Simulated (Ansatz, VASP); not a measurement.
# Two plane-wave programs on SiNi3

```
CELL_PARAMETERS angstrom
3.50676 0.00000 0.00000
0.00000 3.50676 0.00000
0.00000 0.00000 3.50676
ATOMIC_POSITIONS crystal
Si 0.00000 0.00000 0.00000
Ni 0.00000 0.50000 0.50000
Ni 0.50000 0.00000 0.50000
Ni 0.50000 0.50000 0.00000
```

Alike in both runs: functional PBE; k mesh 6 × 6 × 6; occupations gaussian, width 0.2 eV; collinear spin.

Ansatz relaxed the structure, and its values are those at the end. VASP's run is a single point on that final structure, the one shown.

```csv
,VASP,Ansatz
version,VASP 6.6.1,Ansatz 0.2.0
potentials or method,"VASP PAW PBE potentials, release 64 (Si, Ni)","plane waves, PAW"
plane-wave cutoff (eV),520,420
valence electrons in the cell,34,58
```

|  | VASP | Ansatz | Ansatz less VASP |
| --- | --- | --- | --- |
| pressure (GPa) | 0.0 | 0.0 | 0.00 |
| net moment per atom (μB) | 0.00 | 0.00 | 0.000 |

The two sets of potentials don't hold the same shells in valence. Ansatz warned: «seeded_moment_not_kept».
